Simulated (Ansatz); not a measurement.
# Cu under changes of volume

One of the cells (11.994 Å³/atom); the others are scaled copies at fixed shape and fractional positions:

```
Cu
1.0
     1.21846   -3.97638    0.00000
     1.21846    3.97638    0.00000
     0.00000    0.00000    2.47550
Cu
2
Direct
  0.86613 0.13387 0.75000
  0.13387 0.86613 0.25000
```

This isn't the form of Cu at room conditions, which is fcc.

| Quantity | Value |
| --- | --- |
| Program | Ansatz 0.2.0 |
| Functional | PBEsol |
| Potentials or basis | all-electron LAPW, scalar-relativistic |
| Cutoff | 355 eV (chosen from the basis error) |
| Basis error allowed | 0.0005 eV/atom |
| k mesh | 11 × 11 × 11 |
| Occupations | fermi-dirac, width 0.05 eV |
| Spin | no spin polarisation |

```csv
volume (Å³/atom),energy over the lowest point (meV/atom),pressure (GPa),largest force (eV/Å)
11.274,15.27,9.0,0.081
11.514,4.86,5.1,0.050
11.754,0.00,1.6,0.021
11.994,0.06,-1.5,0.005
12.234,?,?,?
12.474,12.76,-6.7,0.051
12.714,24.45,-8.8,0.072
```

Problem. What does the run at 12.234 Å³/atom give?

Solution. Energy over the lowest point 4.48 meV/atom; pressure -4.3 GPa; largest force 0.029 eV/Å.

Worked out: A Birch-Murnaghan fit of order 3 (a polynomial in V^(-2/3)) to the other rows has its minimum at 11.87 Å³/atom with B0 = V·E''(V) = 153 GPa and B' = 5.0 at fixed shape and positions, which overstates the stiffness. It gives 4.48 meV/atom at 12.234 Å³/atom, against the run's 4.48, and -dE/dV = -4.3 GPa, against -4.3.

Energies are extrapolated to zero smearing.
